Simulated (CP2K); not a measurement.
# KF under changes of volume

One of the cells (17.306 Å³/atom); the others are scaled copies at fixed shape and fractional positions:

```xyz
2
Lattice="3.2590 0.0000 0.0000 0.0000 3.2590 0.0000 0.0000 0.0000 3.2590" Properties=species:S:1:pos:R:3 pbc="T T T"
K     0.0000    0.0000    0.0000
F     1.6295    1.6295    1.6295
```

The cell comes from a database or a generator and needn't be the stable form of this composition.

```yaml
Program: CP2K 2026.2
Functional: PBE
Potentials_or_basis: POTENTIAL_UZH K GTH-PBE-q9, F GTH-PBE-q7; TZVP-MOLOPT-PBE-GTH basis
Density_cutoff: 10204 eV
k_mesh: 8 × 8 × 8
Occupations: fermi-dirac, width 0.05 eV
Spin: no spin polarisation
```

```tsv
volume (Å³/atom)	energy over the lowest point (meV/atom)	pressure (GPa)	gap on the mesh (eV)
16.268	7.89	2.5	6.70
16.614	3.50	1.6	6.54
16.960	0.94	0.8	6.39
17.306	0.00	0.1	6.25
17.652	1.61	-0.6	6.12
17.999	?	?	?
18.345	6.43	-1.6	5.87
```

Question: What does the run at 17.999 Å³/atom give?

Answer: Energy over the lowest point 3.44 meV/atom; pressure -1.1 GPa; gap on the mesh 5.99 eV.

Worked out: A Birch-Murnaghan fit of order 3 (a polynomial in V^(-2/3)) to the other rows has its minimum at 17.25 Å³/atom with B0 = V·E''(V) = 35 GPa (rough, since the energies scatter). It gives 3.44 meV/atom at 17.999 Å³/atom, against the run's 3.44, and -dE/dV = -1.2 GPa, against -1.1. A straight line through the other rows of the gap, of slope -6.89 eV per unit of ln V, gives 5.99 eV, against the run's 5.99.

Energies are extrapolated to zero smearing.

Caveats: the basis of atomic orbitals isn't converged, which shifts pressures, moduli and gaps.

A mesh can miss the band edges.
